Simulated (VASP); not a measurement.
Cu: relaxation of cell and atoms with PBE

The system is Cu.

```
Cu
1.0
     0.00000    1.79096    1.79096
     1.79096    0.00000    1.79096
     1.79096    1.79096    0.00000
Cu
1
Direct
  0.00000 0.00000 0.00000
```

```json
{
 "Program": "VASP 6.6.1",
 "Task": "relaxation of cell and atoms",
 "Functional": "PBE",
 "Potentials or basis": "VASP PAW PBE potentials, release 64 (Cu)",
 "Cutoff": "520 eV",
 "k mesh": "20 × 20 × 20",
 "Occupations": "gaussian, width 0.1 eV",
 "Spin": "no spin polarisation",
 "Further INCAR settings": "ALGO = Fast; EDIFF = 1e-07; AMIX = 0.2; IBRION = 2; EDIFFG = -0.002; NSW = 80; ISIF = 3"
}
```

- Relaxed volume: 12.00 Å³/atom
- Relaxed cell: a = 2.570 Å, b = 2.570 Å, c = 2.570 Å, α = 60.00°, β = 60.00°, γ = 60.00°
- Space group after relaxing (to 0.05 Å): Fm-3m (No. 225)
- Energy gained by relaxing: 10.1 meV/atom
- Ionic steps: 10
- Pressure after relaxing: 0.0 GPa
- Band gap on the k mesh: none (metal or under the smearing width)

The path:
```
step  energy change (eV)  largest force (eV/Å)  pressure (GPa)  volume (Å³)
   1              0.0000                0.0000            6.74        11.49
   2             -0.0066                0.0000           -3.36        12.31
   3             -0.0101                0.0000           -0.10        11.99
   4             -0.0101                0.0000            0.36        11.98
   5             -0.0101                0.0000            0.11        11.98
   6             -0.0101                0.0000            0.08        11.99
   7             -0.0101                0.0000            0.08        11.99
   8             -0.0101                0.0000            0.03        11.99
   9             -0.0101                0.0000           -0.23        12.00
  10             -0.0101                0.0000            0.02        12.00
```

Final structure:
```
Cu
1.0
     0.00000    1.81707    1.81707
     1.81707    0.00000    1.81707
     1.81707    1.81707    0.00000
Cu
1
Direct
  0.00000 0.00000 0.00000
```

Levels at points of the mesh, in eV from the Fermi level:
```tsv
k point	band 4	band 5	band 6	band 7	band 8	band 9
(0.00, 0.00, 0.00)	-2.95	-2.15	-2.15	22.49	25.02	25.02
(0.50, 0.00, 0.00)	-1.59	-1.59	-0.93	3.70	20.99	21.85
(0.50, 0.50, 0.00)	-1.45	-1.45	1.54	7.03	12.99	12.99
```

Wall time 100 s on 1 thread of Intel(R) Xeon(R) Platinum 8375C CPU @ 2.90GHz (Ice Lake), on a shared host, peak memory 0.16 GiB.

PBE usually gives volumes a little too large and moduli too small. Zero-point motion and thermal expansion aren't in these numbers.
